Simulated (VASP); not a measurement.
# Cu in VASP: relaxation of the atoms with PBE

Aim: the relaxation of the atoms of Cu with PBE.

All numbers are computed with VASP 6.6.1; they aren't measurements. Logs are shortened: lines on timing, memory, paths and dates and some standing lists are left out, and cuts for length are marked.

## 1. The slab as given

The cell holds a slab with vacuum, 9 atoms: a = 2.570 Å, b = 2.570 Å, c = 31.789 Å, α = 90.00°, β = 90.00°, γ = 60.00°.

The cell was built by a generator and needn't be a form met in nature.

## 2. Relaxation of the atoms, PBE

INCAR

```
PREC     = Accurate       # precision mode
ENCUT    = 520            # plane-wave cutoff, eV
EDIFF    = 1E-7           # SCF threshold, eV
ISMEAR   = 1              # smearing method
SIGMA    = 0.2            # smearing width, eV
LREAL    = False          # projectors in reciprocal space
LASPH    = True           # aspherical terms in the spheres
NELM     = 80             # most SCF steps
ALGO     = Normal         # electronic algorithm
ISIF     = 2              # what is computed and relaxed
LWAVE    = False          # write WAVECAR
LCHARG   = False          # write CHGCAR
GGA      = PE             # functional
IBRION   = 2              # ionic algorithm
NSW      = 40             # ionic steps
EDIFFG   = -0.005         # ionic threshold
KPAR     = 8
```

KPOINTS

```
Automatic mesh
0
Gamma
  18 18 1
```

POSCAR

```
Cu
1.0
    2.5703331496      0.0000000000      0.0000000000
    1.2851665748      2.2259738038      0.0000000000
    0.0000000000      0.0000000000     31.7893458280
Cu
9
Direct
    0.3333333333      0.3333333333      0.2359281012
    0.6666666667      0.6666666667      0.3019460759
    0.0000000000      0.0000000000      0.3679640506
    0.3333333333      0.3333333333      0.4339820253
    0.6666666667      0.6666666667      0.5000000000
    0.0000000000      0.0000000000      0.5660179747
    0.3333333333      0.3333333333      0.6320359494
    0.6666666667      0.6666666667      0.6980539241
    0.0000000000      0.0000000000      0.7640718988
```

Potentials or basis: VASP PAW PBE potentials, release 64 (Cu).

On the command line:

```sh
> cat potpaw_PBE.64/Cu/POTCAR > POTCAR
> mpirun -np 8 vasp_std > vasp.out
```

OUTCAR:

```text
PREC = Accurate
   ENCUT = 520
   EDIFF = 1E-7
   ISMEAR = 1
   LREAL = False
   LASPH = True
   NELM = 80
   ISIF = 2
   GGA = PE
   IBRION = 2
   NSW = 40
   EDIFFG = -0.005

 ion  position               nearest neighbor table
   1  0.333  0.333  0.236-   2 2.57   2 2.57   2 2.57
   2  0.667  0.667  0.302-   1 2.57   3 2.57   1 2.57   3 2.57   3 2.57   1 2.57
   3  0.000  0.000  0.368-   4 2.57   2 2.57   4 2.57   2 2.57   4 2.57   2 2.57
   4  0.333  0.333  0.434-   3 2.57   5 2.57   5 2.57   3 2.57   3 2.57   5 2.57
   5  0.667  0.667  0.500-   4 2.57   6 2.57   4 2.57   6 2.57   6 2.57   4 2.57
   6  0.000  0.000  0.566-   7 2.57   5 2.57   7 2.57   5 2.57   7 2.57   5 2.57
   7  0.333  0.333  0.632-   6 2.57   8 2.57   8 2.57   6 2.57   6 2.57   8 2.57
   8  0.667  0.667  0.698-   9 2.57   7 2.57   7 2.57   9 2.57   9 2.57   7 2.57
   9  0.000  0.000  0.764-   8 2.57   8 2.57   8 2.57

  LATTYP: Found a hexagonal cell.
 ALAT       =     2.5703331496
 C/A-ratio  =    12.3677920243

  Lattice vectors:

 A1 = (  -1.2851665748,  -2.2259738038,   0.0000000000)
 A2 = (   2.5703331496,   0.0000000000,   0.0000000000)
 A3 = (   0.0000000000,   0.0000000000,  31.7893458280)

Analysis of symmetry for initial positions (statically):
=====================================================================
 Subroutine PRICEL returns:
 Original cell was already a primitive cell.

 Routine SETGRP: Setting up the symmetry group for a
 hexagonal supercell.

 Subroutine GETGRP returns: Found 12 space group operations
 (whereof  6 operations were pure point group operations)
 out of a pool of 24 trial point group operations.

The static configuration has the point symmetry C_3v.
 The point group associated with its full space group is D_3d.

Analysis of symmetry for dynamics (positions and initial velocities):
=====================================================================
 Subroutine PRICEL returns:
 Original cell was already a primitive cell.

 Routine SETGRP: Setting up the symmetry group for a
 hexagonal supercell.

 Subroutine GETGRP returns: Found 12 space group operations
 (whereof  6 operations were pure point group operations)
 out of a pool of 24 trial point group operations.

The dynamic configuration has the point symmetry C_3v.
 The point group associated with its full space group is D_3d.

 Subroutine INISYM returns: Found 12 space group operations
 (whereof  6 operations are pure point group operations),
 and found     1 'primitive' translations

----------------------------------------------------------------------------------------
[... 133 lines left out ...]
   LHFCALC =     F    Hartree Fock is set to
   AEXX    =    0.0000 exact exchange contribution
   IVDW    =     0    specifies the selected vdW correction
   LEPSILON=     F    determine dielectric tensor
   LRPA    =     F    only Hartree local field effects (RPA)
 conjugate gradient relaxation of ions
 non-spin polarized calculation
 Methfessel and Paxton  Order N= 1 SIGMA  =   0.20
  energy-cutoff  :      520.00
  volume of cell :      181.88
 maximum number of plane-waves:      4944
   NGX =  9   NGY =  9   NGZ =119

--------------------------------------- Ionic step        1  -------------------------------------------

 number of electron      99.0000003 magnetization

 Free energy of the ion-electron system (eV)
  ---------------------------------------------------
  ext. energy  EPLUGINS =         0.00000000
  ---------------------------------------------------
  free energy    TOTEN  =       -32.61706762 eV

  energy without entropy =      -32.60883686  energy(sigma->0) =      -32.61432404

------------------------ aborting loop because EDIFF is reached ----------------------------------------

  FORCE on cell =-STRESS in cart. coord.  units (eV):
  Direction    XX          YY          ZZ          XY          YZ          ZX
  --------------------------------------------------------------------------------------
  -------------------------------------------------------------------------------------
  Total       -1.1583067     -1.1583067     -0.7825495      0.0000000     -0.0000000      0.0000000
  in kB      -10.2033572    -10.2033572     -6.8933657      0.0000000     -0.0000000      0.0000000
  external PRESSURE =      -9.1000267 kB  Pullay stress =       0.0000000 kB
[... 110 lines left out ...]
  FREE ENERGIE OF THE ION-ELECTRON SYSTEM (eV)
  ---------------------------------------------------
  free  energy   TOTEN  =       -32.6187550997 eV

  energy  without entropy=      -32.6108256777  energy(sigma->0) =      -32.61611196

[... ionic steps 4 to 11 ...]

--------------------------------------- Ionic step       12  -------------------------------------------

 number of electron      99.0000017 magnetization

------------------------ aborting loop because EDIFF is reached ----------------------------------------
[... 81 lines left out ...]
--------------------------------------- Ionic step       14  -------------------------------------------

 number of electron      99.0000020 magnetization

 Free energy of the ion-electron system (eV)
  ---------------------------------------------------
  ext. energy  EPLUGINS =         0.00000000
  ---------------------------------------------------
  free energy    TOTEN  =       -32.61988822 eV

  energy without entropy =      -32.61230768  energy(sigma->0) =      -32.61736138

 E-fermi :   2.4907     XC(G=0):  -8.0578

 val. band max:        2.4869771975   @ k =   0.4444   0.0556   0.0000
 cond. band min:       2.5033182063   @ k =   0.4444   0.2222   0.0000
 fundamental gap:      0.0163410088
 Fermi energy:         2.4907260975

 k-point     1 :       0.0000    0.0000    0.0000
  band No.  band energies     occupation
      1      -6.6548      2.00000
      2      -6.3621      2.00000
      3      -5.8774      2.00000
      4      -5.2145      2.00000
      5      -4.4315      2.00000
      6      -3.6304      2.00000
[... 1477 lines left out ...]
     58       8.1522      0.00000
     59       8.7428      0.00000

 [... further k-points ...]

------------------------ aborting loop because EDIFF is reached ----------------------------------------

  FORCE on cell =-STRESS in cart. coord.  units (eV):
  Direction    XX          YY          ZZ          XY          YZ          ZX
  --------------------------------------------------------------------------------------
  -------------------------------------------------------------------------------------
  Total       -0.8728427     -0.8728427     -0.0579520      0.0000000      0.0000000      0.0000000
  in kB       -7.6887456     -7.6887456     -0.5104904      0.0000000      0.0000000      0.0000000
  external PRESSURE =      -5.2959938 kB  Pullay stress =       0.0000000 kB
[... 24 lines left out ...]
  FREE ENERGIE OF THE ION-ELECTRON SYSTEM (eV)
  ---------------------------------------------------
  free  energy   TOTEN  =       -32.6198882221 eV

  energy  without entropy=      -32.6123076824  energy(sigma->0) =      -32.61736138

 reached required accuracy - stopping structural energy minimisation
```

OSZICAR:

```text
N       E                     dE             d eps       ncg     rms          rms(c)
DAV:   1     0.941294810783E+03    0.94129E+03   -0.43773E+04  4382   0.256E+03
DAV:   2     0.930890108083E+02   -0.84821E+03   -0.82459E+03  4366   0.496E+02
DAV:   3    -0.347702166812E+02   -0.12786E+03   -0.11857E+03  4429   0.237E+02
[... 175 lines left out ...]
DAV:   7    -0.326199084629E+02    0.34059E-04   -0.39714E-04  6673   0.474E-01    0.171E-02
DAV:   8    -0.326198861797E+02    0.22283E-04   -0.15947E-04  7941   0.296E-01    0.956E-03
DAV:   9    -0.326198890003E+02   -0.28206E-05   -0.36813E-05  5442   0.741E-02    0.783E-03
DAV:  10    -0.326198884851E+02    0.51517E-06   -0.71891E-06  4756   0.435E-02    0.408E-03
DAV:  11    -0.326198882109E+02    0.27424E-06   -0.18071E-06  5167   0.282E-02    0.154E-03
DAV:  12    -0.326198882221E+02   -0.11238E-07   -0.57757E-07  4399   0.211E-02
  14 F= -.32619888E+02 E0= -.32617361E+02  d E =-.533607E-03
```

CONTCAR:

```text
Cu
   1.00000000000000
     2.5703331496000001    0.0000000000000000    0.0000000000000000
     1.2851665748000001    2.2259738038000001    0.0000000000000000
     0.0000000000000000    0.0000000000000000   31.7893458279999983
  Cu
     9
Direct
     0.3333333332999970    0.3333333332999970    0.2373042973826849
     0.6666666667000030    0.6666666667000030    0.3026219782776075
     0.0000000000000000    0.0000000000000000    0.3682242322596425
     0.3333333332999970    0.3333333332999970    0.4340392655984877
     0.6666666667000030    0.6666666667000030    0.5000000000000000
     0.0000000000000000    0.0000000000000000    0.5659607344015121
     0.3333333332999970    0.3333333332999970    0.6317757677403573
     0.6666666667000030    0.6666666667000030    0.6973780217223926
     0.0000000000000000    0.0000000000000000    0.7626957026173150

  0.00000000E+00  0.00000000E+00  0.00000000E+00
  0.00000000E+00  0.00000000E+00  0.00000000E+00
  0.00000000E+00  0.00000000E+00  0.00000000E+00
  0.00000000E+00  0.00000000E+00  0.00000000E+00
  0.00000000E+00  0.00000000E+00  0.00000000E+00
  0.00000000E+00  0.00000000E+00  0.00000000E+00
  0.00000000E+00  0.00000000E+00  0.00000000E+00
  0.00000000E+00  0.00000000E+00  0.00000000E+00
  0.00000000E+00  0.00000000E+00  0.00000000E+00
```

Run time: 8.7 min. Hardware: 8 MPI ranks of AMD EPYC 9R45 (Zen 5), shared host; peak memory 0.51 GiB.

What came out:

```yaml
Free_energy: -32.6199 eV
Energy_gained_by_relaxing: 0.3 meV/atom
Ionic_steps: 14
Band_gap_on_the_k_mesh: none (metal or under the smearing width)
```

The path:
| step | energy change (eV) | largest force (eV/Å) | pressure (GPa) |
| --- | --- | --- | --- |
| 1 | 0.0000 | 0.0801 | -0.91 |
| 2 | -0.0007 | 0.0635 | -0.88 |
| 3 | -0.0017 | 0.0333 | -0.80 |
| 4 | -0.0017 | 0.0459 | -0.76 |
| 5 | -0.0020 | 0.0247 | -0.75 |
| 6 | -0.0021 | 0.0194 | -0.73 |
| 7 | -0.0021 | 0.0225 | -0.73 |
| 8 | -0.0022 | 0.0144 | -0.71 |
| 9 | -0.0023 | 0.0263 | -0.69 |
| 10 | -0.0024 | 0.0243 | -0.68 |
| 11 | -0.0026 | 0.0179 | -0.64 |
| 12 | -0.0028 | 0.0053 | -0.55 |
| 13 | -0.0025 | 0.0202 | -0.41 |
| 14 | -0.0028 | 0.0015 | -0.53 |

Final structure:
```yaml
crystal:
  lattice:
    - [2.57033, 0.00000, 0.00000]
    - [1.28517, 2.22597, 0.00000]
    - [0.00000, 0.00000, 31.78935]
  atoms:
    - { symbol: Cu, position: [0.33333, 0.33333, 0.23730] }
    - { symbol: Cu, position: [0.66667, 0.66667, 0.30262] }
    - { symbol: Cu, position: [0.00000, 0.00000, 0.36822] }
    - { symbol: Cu, position: [0.33333, 0.33333, 0.43404] }
    - { symbol: Cu, position: [0.66667, 0.66667, 0.50000] }
    - { symbol: Cu, position: [0.00000, 0.00000, 0.56596] }
    - { symbol: Cu, position: [0.33333, 0.33333, 0.63178] }
    - { symbol: Cu, position: [0.66667, 0.66667, 0.69738] }
    - { symbol: Cu, position: [0.00000, 0.00000, 0.76270] }
```
